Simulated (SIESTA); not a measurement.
**CsSnI3 under changes of volume**

One of the cells (47.797 Å³/atom); the others are scaled copies at fixed shape and fractional positions:

```
CELL_PARAMETERS angstrom
6.20570 0.00000 0.00000
0.00000 6.20570 0.00000
0.00000 0.00000 6.20570
ATOMIC_POSITIONS crystal
Cs 0.00000 0.00000 0.00000
I 0.50000 0.50000 0.00000
I 0.50000 0.00000 0.50000
I 0.00000 0.50000 0.50000
Sn 0.50000 0.50000 0.50000
```

| Quantity | Value |
| --- | --- |
| Program | SIESTA 5.4.2 |
| Functional | LDA |
| Potentials or basis | PseudoDojo 0.4 standard (LDA files) |
| Basis | DZP (energy shift 0.003 Ry; two zetas on semicore shells; d shell added on Cs) |
| Grid cutoff | 500 Ry |
| Energy shift | 0.003 Ry |
| k mesh | 4 × 4 × 4 |
| Occupations | fermi-dirac, width 0.05 eV |
| Spin | no spin polarisation |

| volume (Å³/atom) | energy over the lowest point (meV/atom) | pressure (GPa) | gap on the mesh (eV) |
| --- | --- | --- | --- |
| 44.929 | 0.00 | 0.0 | none |
| 45.885 | 1.48 | -0.4 | none |
| 46.841 | 5.14 | -0.8 | 0.16 |
| 47.797 | ? | ? | ? |
| 48.753 | 18.55 | -1.4 | 0.34 |
| 49.709 | 27.94 | -1.7 | 0.42 |
| 50.665 | 38.88 | -2.0 | 0.49 |

What does the run at 47.797 Å³/atom give?

Energy over the lowest point 10.88 meV/atom; pressure -1.1 GPa; gap on the mesh 0.25 eV.

Worked out: A Birch-Murnaghan fit of order 3 (a polynomial in V^(-2/3)) to the other rows has its minimum at 44.83 Å³/atom, just outside them, with B0 = V·E''(V) = 19.4 GPa and B' = 3.1. It gives 10.91 meV/atom at 47.797 Å³/atom, against the run's 10.88, and -dE/dV = -1.1 GPa, against -1.1.

Energies are extrapolated to zero smearing.

Caveats: the cell was measured hot, at 500 K; the basis of atomic orbitals isn't converged, which shifts pressures, moduli and gaps; spin-orbit coupling is left out, which moves the levels of the heavy elements (some runs).

A mesh can miss the band edges.

A gap of «none» marks a metal or a gap under the smearing width.
